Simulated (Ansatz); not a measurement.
# CsPbI3: pressure series

The parent structure is CsPbI3 in the cubic perovskite structure (space group Pm-3m, No. 221; a = 6.247 Å).

Cell and atoms are relaxed at each pressure.

Computed with Ansatz (a program for electronic structure) PBEsol, scalar-relativistic without spin-orbit coupling.

```
variant           band gap  lattice parameter a
----------------  --------  -------------------
base               1.19 eV              6.247 Å
pressure −2 GPa    1.65 eV              6.624 Å
pressure −1 GPa    1.40 eV              6.390 Å
pressure 1.8 GPa   0.87 eV              6.074 Å
pressure 4.2 GPa   0.52 eV              5.916 Å
pressure 9 GPa        zero              5.706 Å
pressure 18 GPa       zero              5.467 Å
pressure 30 GPa       zero              5.268 Å
pressure 45 GPa       zero              5.099 Å
pressure 60 GPa       zero              4.976 Å
```

The mesh was chosen for an insulator and is coarse for the gapless case. With I and Pb present, leaving out spin-orbit coupling can change the band edges. Load acts through the strain it causes; cell and atoms are relaxed under it. Stability against distortions was not tested. No other phases were tried under pressure. The final runs are not spin-polarised. Many cubic perovskites are stable only at high temperature; tilts and polar distortions were not tested. This is not the structure that CsPbI3 has at room temperature and ambient pressure. A zero or small gap of CsPbI3 under pressure 9 GPa, CsPbI3 under pressure 18 GPa, CsPbI3 under pressure 30 GPa and CsPbI3 under pressure 45 GPa can be the functional's error rather than a property of the material.
